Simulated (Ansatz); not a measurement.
Reaction (formal loss of a carbene): `CC=C1CC1` → `C=C1CC1` + `[CH2]` (triplet)

Computed with Ansatz on PBE0-D4/def2-TZVP structures; ΔE is electronic, products minus reactants. CCSD(T)/CBS is the MP2 limit (def2-TZVPP, def2-QZVPP) plus CCSD(T) − MP2 in def2-TZVPP, frozen cores. This one scheme is used for every species. Functionals use def2-TZVPP. Triplets are unrestricted, without spin–orbit coupling.

`CC=C1CC1`:

```xyz
13

C    -1.924   -0.158    0.687
C    -0.642    0.604    0.647
C     0.425    0.231   -0.027
C     1.048   -0.752   -0.908
C     1.801    0.489   -0.426
H    -2.756    0.449    0.315
H    -1.863   -1.063    0.081
H    -2.180   -0.446    1.712
H    -0.597    1.530    1.218
H     0.750   -0.786   -1.951
H     1.345   -1.712   -0.497
H     2.594    0.344    0.301
H     1.999    1.270   -1.153
```

`C=C1CC1`:

Z-matrix (Å, degrees):
```
C
C 1 1.458
C 1 1.528 2 58.4
H 1 1.085 2 118.7 3 106.6
H 1 1.085 2 118.7 3 -106.6
C 2 1.314 1 148.4 3 180.0
H 3 1.085 1 117.7 2 108.3
H 3 1.085 1 117.7 2 -108.3
H 6 1.085 2 121.2 1 0.0
H 6 1.085 2 121.2 1 -180.0
```

`[CH2]` (triplet):

Z-matrix (Å, degrees):
```
C
H 1 1.079
H 1 1.079 2 134.9
```

```
    level  ΔE (kcal/mol)
   PBE-D4          108.5
r2SCAN-D4          101.4
```

Question: What does CCSD(T)/CBS give? (Estimate.)

Answer: The calculation gave: +106.5 kcal/mol. The listed levels differ from it by 2.0, -5.1 kcal/mol.

Largest T1 diagnostic among the species: 0.011.

In def2-TZVPP, CCSD(T) changes the Hartree–Fock value by +32.6 kcal/mol (the triples alone add +2.7 kcal/mol) and MP2 by +36.1 kcal/mol. From PBE to PBE0 (25 % exact exchange), in def2-TZVPP and without D4, ΔE moves by −1.8 kcal/mol. The D4 term adds +2.3 kcal/mol with B3LYP and +1.3 kcal/mol with PBE0; it sums over pairs of atoms, weighted by their polarisabilities, and B3LYP, whose exchange is more repulsive, gets the larger term.

B3LYP here is the variant with VWN-RPA as its local correlation; programs differ in this.

CCSD(T)/CBS has its own doubt, a few kJ/mol and more with outer-core shells, so smaller differences from it don't rank the levels.
